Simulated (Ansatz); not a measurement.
Pressure against volume in NaH

The structure comes from a generated guess, relaxed at this level; another structure or a mixture of phases may lie lower.

Computed with Ansatz 0.2.0, DFT PBE, scalar-relativistic, plane waves, PAW. The final run on the 8-atom cell used 420 eV, a Γ-centred 12×12×2 mesh, 0.02 eV smearing and no spin polarisation.

```cif
data_structure
_symmetry_space_group_name_H-M 'P 1'
_symmetry_Int_Tables_number 1
_cell_length_a 3.3767
_cell_length_b 3.3767
_cell_length_c 11.4895
_cell_angle_alpha 90.000
_cell_angle_beta 90.000
_cell_angle_gamma 120.000
_cell_volume 113.46
loop_
_atom_site_label
_atom_site_type_symbol
_atom_site_fract_x
_atom_site_fract_y
_atom_site_fract_z
_atom_site_occupancy
Na1 Na 0.66667 0.33333 0.87808 1
Na2 Na 0.33333 0.66667 0.12192 1
Na3 Na 0.33333 0.66667 0.37808 1
Na4 Na 0.66667 0.33333 0.62192 1
H1 H 0.00000 0.00000 0.00000 1
H2 H 0.00000 0.00000 0.50000 1
H3 H 0.66667 0.33333 0.25000 1
H4 H 0.33333 0.66667 0.75000 1
```

The cell was set to several volumes, with shape and atoms relaxed at each where symmetry leaves them free. Pressure is positive in compression, and energies count from the lowest row.

```tsv
row	V (Å³/atom)	P (GPa)	ΔE (meV/atom)	gap on mesh (eV)
1	12.480	3.73	18.0	3.74
2	12.906	?	?	?
3	13.331	1.61	4.1	3.64
4	13.757	0.76	1.0	3.58
5	14.182	0.02	0.0	3.53
6	14.608	-0.62	0.8	3.48
7	15.033	-1.17	3.2	3.43
8	15.600	-1.81	8.5	3.37
```

Question: Find B = −V·ΔP/ΔV from rows 4 and 6 and from rows 1 and 3, and from the two its slope B′ and its value B0 at zero pressure.

Answer: Rows 4 and 6 give −(13.757 + 14.608)/2 × (-0.62 − (0.76))/(14.608 − 13.757) = 23.0 GPa at a mean pressure of 0.07 GPa. Rows 1 and 3 give −(12.480 + 13.331)/2 × (1.61 − (3.73))/(13.331 − 12.480) = 32.2 GPa at a mean pressure of 2.67 GPa. So B′ = (32.2 − 23.0)/(2.67 − (0.07)) = 3.54 and B0 = 23.0 − 3.54 × (0.07) = 22.8 GPa. A third-order Birch–Murnaghan fit to all the energies gives B0 = 22.8 GPa and B′ = 3.7.

Question: Estimate the pressure and energy of row 2.

Answer: From row 5, V0 = 14.182 × (1 + (0.02)/22.8) = 14.194 Å³/atom. Murnaghan's form P = (B0/B′)·[(V0/V)^B′ − 1] gives (22.8/3.54) × [(14.194/12.906)^3.54 − 1] = 2.58 GPa; the computed pressure is 2.59 GPa, so the estimate is off by -0.01 GPa. The work of compression from row 3, with the mean of the two pressures, gives ΔE = 4.1 + (2.58 + 1.61)/2 × (13.331 − 12.906)/160.2 × 1000 = 9.7 meV/atom (1 eV/Å³ = 160.2 GPa); the computed value is 9.7 meV/atom.

Question: Fit the gap against pressure through the other rows and estimate it at the computed pressure of row 2.

Answer: Over the 7 rows the mean pressure is 0.3600 GPa and the mean gap is 3.539 eV. The sums of products of deviations are S_xx = 21.21 and S_xy = 1.414, so the slope is 1.414/21.21 = 0.06667 (r = 0.99, rms misfit 0.02 eV). At 2.59 GPa the line gives 3.539 + (0.06667) × (2.59 − 0.3600) = 3.69 eV. The computed value is 3.68 eV, so the line is off by +0.01 eV, no more than the largest miss among the fitted rows (0.02 eV).

Kohn–Sham gaps at this level usually fall short of measured ones. All volumes keep the k mesh of the relaxed cell. A later test with randomly moved atoms came back to the same energy, though modes that don't fit the test's cell weren't probed.
